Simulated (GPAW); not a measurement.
Runs of GPAW 26.7.0 on PbSe (Clausthalite). The structure is cubic, space group Fm-3m (No. 225). The conventional cell has a = 6.121 Å, b = 6.121 Å, c = 6.121 Å, α = 90.00°, β = 90.00°, γ = 90.00°. Pb (site symmetry m-3m) is surrounded by 6 Se at 3.06 Å. Se (site symmetry m-3m) is surrounded by 6 Pb at 3.06 Å. 

```csv
task,level,potentials or basis,spin,k mesh,cutoff (eV),ranks,maxiter,band path,band points,spin axis theta (degrees),mesh quality,gap on the mesh (eV),V0 of scaled cells (Å³/atom),B0 (GPa)
single point,PBE0,"GPAW PAW data sets (gpaw-data 1.2.1), pw",off,4 × 4 × 4,450,4,60,-,-,-,coarse,(b),-,-
equation of state,revPBE+D3,"the program's PAW data sets (release 1.2.1) made for this functional, pw",off,6 × 6 × 6,600,-,150,-,-,-,not flagged,-,29.74,43
band structure,MS2,"GPAW PAW data sets (gpaw-data 1.2.1), pw","SOC, no magnetisation",6 × 6 × 6,600,-,150,"GXWKGLUWLK,UX",60,0,not flagged,0.33,-,-
equation of state,BP86,"PAW data sets generated in the run's folder for this functional, pw",off,6 × 6 × 6,600,-,150,-,-,-,not flagged,-,30.07,(a)
```

Alike in all rows: cell as given; smearing fermi-dirac 0.05 eV.

Question: Estimate the missing entries.

Answer: (a) 47; (b) 1.23.

Caveats: some runs use coarse meshes; the PAW data sets were made with another functional, which shifts forces and pressure a little (some runs); exact exchange converges slowly with the k mesh, and this mesh is small (some runs); spin-orbit coupling is left out, which as a rule narrows the gap of such compounds by several tenths of an eV (some runs); spin-orbit coupling was added after a scalar SCF, so levels and gaps hold it while energy, forces, pressure and moments don't (some runs); this program's spin-orbit splittings come out too wide for heavy elements (some runs).

A k mesh can miss the band edges, and rows without SOC leave out spin-orbit coupling on Pb, Se.

Runs at the PBE level aren't shown here.
